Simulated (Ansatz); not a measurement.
Input of an Ansatz 0.2.0 run:

Contents of input.yaml:

```yaml
crystal:
  lattice:
    - [4.78, 0.0, 0.0]
    - [-2.39, 4.1396014301, 0.0]
    - [0.0, 0.0, 6.564]
  atoms:
    - { symbol: Ta, position: [0.0, 0.5, 0.1666666667] }
    - { symbol: Ta, position: [0.5, 0.5, 0.8333333333] }
    - { symbol: Ta, position: [0.5, 0.0, 0.5] }
    - { symbol: Si, position: [0.3333, 0.16665, 0.1666666667] }
    - { symbol: Si, position: [0.16665, 0.83335, 0.8333333333] }
    - { symbol: Si, position: [0.83335, 0.6667, 0.5] }
    - { symbol: Si, position: [0.6667, 0.83335, 0.1666666667] }
    - { symbol: Si, position: [0.83335, 0.16665, 0.8333333333] }
    - { symbol: Si, position: [0.16665, 0.3333, 0.5] }
hamiltonian:
  xc: pbesol
  pseudopotentials: { kind: paw }
  hubbard: { sites: [{ species: Ta, l: d, u_eff: 4.0 }] }
kpoints:
  mp_grid: { grid: [7, 7, 4] }
scf:
  occupations: { method: fermi_dirac, width: 0.05 }
  n_extra_bands: 22
output:
  forces: true
  stress: true
  eigenvalues: true
  dos: { projected: true, de: 0.05, nscf_kmesh: { grid: [11, 11, 6] } }
  write_density: true
  write_potential: true
  elf: true
  volumetric_format: npy
```

Potentials or basis: Ansatz PAW.

The run is started by

```console
$ ansatz run input.yaml --threads 4 --pin off --max-ram 11264MiB --backend cpu --events-out ev --progress --plain --runs-dir out
```

Question: What does it give for the pressure?

Answer: -0.1 GPa.

Question: Estimate the density of states at the Fermi level.

Answer: 4.09 states/eV per cell.

Question: What does it give for the band gap on the k mesh?

Answer: None (metal or under the smearing width).

Question: Estimate the largest force.

Answer: 0.795 eV/Å.

Stress tensor (GPa, compression positive):
```
-0.79  0.00  0.00
 0.00 -0.79  0.00
 0.00  0.00  1.39
```

Caveat: the cell's inner coordinates are idealised or old, which leaves forces on the atoms; U without spin polarisation on a metal has little footing; the PAW data sets come from PBE, with cores solved anew for the run's functional, which leaves a small shift of forces and pressure; the U is typed as a test and isn't derived for this compound; the density of states is complete only up to the lowest level of the last band computed. Spin-orbit coupling is left out, which matters for the levels of Ta.
